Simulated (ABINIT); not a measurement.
BAs, 2 atoms in the cell. It takes space group F-43m (No. 216, cubic). Conventional cell: a = 4.772 Å, b = 4.772 Å, c = 4.772 Å, α = 90.00°, β = 90.00°, γ = 90.00°. As (site symmetry -43m) has 4 B at 2.07 Å as nearest neighbours. B (site symmetry -43m) has 4 As at 2.07 Å as nearest neighbours.  The cell isn't the ideal one: cell relaxed.

* Program: ABINIT 10.8.3 (patched build)
* Task: single point
* Functional: WC
* Potentials or basis: PseudoDojo NC SR PBEsol v0.4.1 standard
* Cutoff: 1344 eV
* k mesh: 8 × 8 × 8
* Occupations: fermi-dirac, width 0.05 eV
* Spin: no spin polarisation

Potentials or basis: PseudoDojo NC SR PBEsol v0.4.1 standard.

Command:

```console
$ abinit run.abi > log 2>&1
```

Hardware: 1 thread of Arm Neoverse V2, on a shared host.

Task: Estimate the wall time of this run.

Result: Run time: 33 s on 1 thread of Arm Neoverse V2 (shared host), peak memory 0.09 GiB. Counts: scf iterations 10, k points 29, bands 13, plane waves 3056.
